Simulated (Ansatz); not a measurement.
A self-consistent single point of CuInS2 (I-42d, 8 atoms in the cell) with Ansatz (a quantum-chemistry and plane-wave program)

Computed with LDA (PW92), default PAW files made with PBE (plane waves; Ansatz).

The input file:

Ansatz 0.2 input:
```yaml
crystal:
  lattice:
    - [-2.746200, 2.746200, 5.537175]
    - [2.746200, -2.746200, 5.537175]
    - [2.746200, 2.746200, -5.537175]
  atoms:
    - { symbol: In, position: [0.500000, 0.500000, 0.000000] }
    - { symbol: In, position: [0.250000, 0.750000, 0.500000] }
    - { symbol: Cu, position: [0.000000, 0.000000, 0.000000] }
    - { symbol: Cu, position: [0.750000, 0.250000, 0.500000] }
    - { symbol: S, position: [0.875000, 0.895000, 0.520000] }
    - { symbol: S, position: [0.105000, 0.625000, 0.980000] }
    - { symbol: S, position: [0.375000, 0.355000, 0.480000] }
    - { symbol: S, position: [0.645000, 0.125000, 0.020000] }
basis:
  ecutwfc: 30.9 Ry
kpoints:
  mp_grid:
    grid: [6, 6, 6]
hamiltonian:
  xc: lda
  pseudopotentials:
    kind: paw
scf:
  occupations:
    method: fermi_dirac
    width: 0.0007 Ry
output:
  forces: true
  eigenvalues: true
  stress: true
```

Output, abridged:

```
WARN ansatz: RAYON_NUM_THREADS=1 ignored (pool sized by the plan → 1); use --threads N
Pseudopotentials: kind: paw
Pseudopotential: In, paw, valence charge 13
Pseudopotential: Cu, paw, valence charge 19
Pseudopotential: S, paw, valence charge 6
Crystal: 8 atoms, lattice volume = 167.037 Å³
Basis set: ecut = 420.4159175005146 eV, 3275 PW (Γ)
Bands: 53, of which v1, the nominal top of the filled ones, is band 44 counted from 1 (43 counted from 0)
Symmetry: 8 space group operations
Space group: I-42d (ITA 122), of the structure as read, at distance tolerance 5.5e-5 Å
k-points: 30 of 216 (time reversal used)
PAW frozen core: In, regenerated for the run's functional, and the local potential with it
PAW frozen core: Cu, regenerated for the run's functional, and the local potential with it
PAW frozen core: S, regenerated for the run's functional, and the local potential with it
Initial density: superposition of atomic densities (neutral atoms: chi_scale 0, normalization atom), corrected by the library's trained network
Initial wavefunctions: pseudopotential atomic-orbital guess
Eigensolver: davidson
Functional: x = slater, c = lda
SCF iter   1: F=—  HF=-27507.888374 eV  |F-HF|=—  |Δ(HF+E_count)|=         —  Δρ=1.19e-2  dr2=1.53e-1  ethr=1.77e-3  ⟨swp⟩=7.1  Hψ=6255  notcnv=0
all-band conjugate gradients solve this SCF's bands
preconditioner: auto → Kerker (q_TF=auto, 2.452 Å⁻¹)
SCF iter   2: F=—  HF=-27507.873377 eV  |F-HF|=—  |Δ(HF+E_count)|=   1.50e-2  Δρ=8.25e-3  dr2=8.81e-2  ethr=1.74e-4  ⟨swp⟩=2.0  Hψ=3259  notcnv=0  defer=101
preconditioner: auto → Resta (q_TF=auto, 2.452 Å⁻¹)
SCF iter   3: F=—  HF=-27507.853377 eV  |F-HF|=—  |Δ(HF+E_count)|=   2.00e-2  Δρ=4.34e-3  dr2=2.20e-2  ethr=1.00e-4  ⟨swp⟩=2.0  Hψ=2173  notcnv=0  defer=101
SCF iter   4: F=—  HF=-27507.848163 eV  |F-HF|=—  |Δ(HF+E_count)|=   5.21e-3  Δρ=1.35e-3  dr2=2.50e-3  ethr=2.50e-5  ⟨swp⟩=3.0  Hψ=2546  notcnv=0  defer=105
SCF iter   5: F=—  HF=-27507.847570 eV  |F-HF|=—  |Δ(HF+E_count)|=   5.92e-4  Δρ=1.89e-4  dr2=8.07e-5  ethr=2.84e-6  ⟨swp⟩=2.2  Hψ=2022  notcnv=0  defer=105
SCF iter   6: F=—  HF=-27507.847613 eV  |F-HF|=—  |Δ(HF+E_count)|=   4.27e-5  Δρ=4.16e-5  dr2=2.87e-6  ethr=9.17e-8  ⟨swp⟩=2.0  Hψ=1851  notcnv=0  defer=105
SCF iter   7: F=—  HF=-27507.847614 eV  |F-HF|=—  |Δ(HF+E_count)|=   4.23e-7  Δρ=3.24e-5  dr2=1.49e-6  ethr=3.26e-9  ⟨swp⟩=2.0  Hψ=2745  notcnv=0  defer=105
SCF iter   8: F=—  HF=-27507.847614 eV  |F-HF|=—  |Δ(HF+E_count)|=   3.51e-8  Δρ=7.99e-6  dr2=1.22e-7  ethr=1.69e-9  ⟨swp⟩=2.1  Hψ=1801  notcnv=0  defer=105
SCF iter   9: F=-27507.847614 eV  HF=-27507.847614 eV  |F-HF|=1.76e-9  |Δ(HF+E_count)|=   2.47e-8  Δρ=2.48e-6  dr2=8.33e-9  ethr=1.14e-10  ⟨swp⟩=9.6  Hψ=6267  notcnv=0
SCF 1 converged in 9 iterations: F = -27507.847614 eV  dr2 = 8.33e-9
SCF converged after 9 iterations
Free energy (F): -27507.847614 eV
Harris-Foulkes:  -27507.847614 eV  (|F-HF|=1.76e-9)
Internal energy: -27507.847602 eV  (E = F + TS)
E sigma→0 (E₀):  -27507.847608 eV
Entropy (-TS):   -0.000011 eV (-0.001 meV/atom)
Fermi energy:    7.944583 eV
--- Per-component energies (eV) ---
  E_band       = -1105.431842
  E_kinetic    = 1520.363224
  E_local      = -14691.258522  (includes V_loc(G=0)·N_el)
  E_nonlocal   = 1664.623079
  E_hartree    = 6372.356488
  E_xc         = -987.571442
  E_vxc        = -780.989232  (∫ρ·V_xc dr)
  E_paw        = -13509.680624  (= ΣΔE_a)
  E_vpaw       = -1562.874018  (= ΣTr[D̂ρ^β])
  E_aug_tail   = 0.000429  (compensation charges beyond the density's cutoff)
  E_ewald      = -7878.761417
  E_core_change = 2.081183  (= ΣΔE_core)
  E_smearing   = -0.000011  (= −TS)
  E_closure    = -0.000000  (closes the sum)
  Σ components = -27507.847614   (vs F -27507.847614, Δ=0.00e0)
--- Forces (eV/Å), atoms counted from 1 ---
  atom   1  In     0.00000000     0.00000000     0.00000000
  atom   2  In     0.00000000    -0.00000000     0.00000000
  atom   3  Cu     0.00000000    -0.00000000     0.00000000
  atom   4  Cu     0.00000000     0.00000000     0.00000000
  atom   5  S      0.68636310     0.00000000     0.00000000
  atom   6  S      0.00000000    -0.68636310     0.00000000
  atom   7  S     -0.68636310     0.00000000     0.00000000
  atom   8  S     -0.00000000     0.68636310    -0.00000000
  max |Σ_I F_I| component: 7.81e-18 eV/Å
--- Stress (GPa, compression-positive) ---
       -2.045457       0.000000       0.000000
       -0.000000      -2.045457      -0.000000
        0.000000       0.000000      -2.369710
  P = ⅓ Tr σ = -2.1535 GPa (-21.535 kbar)
  The stress holds the Pulay correction. Without it, at fixed plane waves, as pw.x and ABINIT print it: P = -2.1939 GPa
--- Band table (eV; the first three rows and the last of 30) ---
  k-point 0: bands = ["-102.8772", "-102.8771", "-60.7339", "-60.7337", "-60.7099", "-60.7099", "-60.7098", "-60.7098", "-7.3463", "-7.3443", "-7.3443", "-6.9811", "-6.9527", "-6.9527", "-6.8568", "-6.8563", "-6.8266", "-6.8088", "-6.3609", [...]
  k-point 1: bands = ["-102.8772", "-102.8771", "-60.7339", "-60.7337", "-60.7099", "-60.7099", "-60.7098", "-60.7098", "-7.3626", "-7.3551", "-7.3286", "-7.0114", "-6.9763", "-6.9572", "-6.8523", "-6.8505", "-6.8260", "-6.8105", "-6.1441", [...]
  k-point 2: bands = ["-102.8772", "-102.8771", "-60.7338", "-60.7337", "-60.7099", "-60.7099", "-60.7099", "-60.7098", "-7.3873", "-7.3722", "-7.2836", "-7.1059", "-6.9760", "-6.9657", "-6.8418", "-6.8377", "-6.8255", "-6.8170", "-5.6467", [...]
  k-point 29: bands = ["-102.8771", "-102.8771", "-60.7338", "-60.7338", "-60.7099", "-60.7099", "-60.7098", "-60.7098", "-7.3602", "-7.3602", "-7.2279", "-7.2279", "-6.9194", "-6.9194", "-6.8710", "-6.8710", "-6.8062", "-6.8062", "-5.4719", [...]
```

The run converged in 9 iterations.

The starting cell has typed, rounded lattice constants, without a prior relaxation at this level. Its lattice was rescaled by up to half a per cent. Spin polarisation is off. Ansatz's pressure includes its estimate of the finite-basis (Pulay) stress.
